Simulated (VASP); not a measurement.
## AlNi: equation of state with PBE+TS

AlNi:

```
CELL_PARAMETERS angstrom
2.30068 -1.39468 0.00000
2.30068 1.39468 0.00000
-1.35645 0.00000 3.88084
ATOMIC_POSITIONS crystal
Ni 0.50532 0.49116 0.50027
Al 0.99840 0.00459 0.01093
```

The cell comes from a database or a generator and needn't be the stable form of this composition.

The cell isn't the ideal one: atoms moved at random, drawn with an rms of 0.05 Å.

```
Program             : VASP 6.6.1
Task                : equation of state
Functional          : PBE
Dispersion          : TS
Potentials or basis : VASP PAW PBE potentials, release 64 (Ni, Al)
Cutoff              : 600 eV
k mesh              : 6 × 6 × 4
Occupations         : fermi-dirac, width 0.05 eV
Spin                : non-collinear spin, program default start
```

The equilibrium volume is 11.69 Å³/atom (rough: see the caveat) and the bulk modulus at fixed shape and positions is 181 GPa (rough). The hirshfeld charges are Ni +0.03; Al -0.03 e.

Energy against volume, from the lowest point:
```
volume (Å³/atom)  energy (meV/atom)
          11.705               0.00
          11.954               3.22
          12.203              11.68
          12.452              24.75
          12.702              41.89
          12.951              62.60
          13.200              86.45
```

Wall time 13 min on 1 thread of Intel(R) Xeon(R) 6975P-C (Granite Rapids), on a shared host, peak memory 0.34 GiB.

Caveat: the k mesh is coarse (spacing up to 0.45 Å⁻¹), so the values aren't converged; the minimum lies outside the volumes run; the cell was scaled at fixed shape and fractional positions, which overstates the stiffness of a crystal with free parameters, most of all of layers and chains.
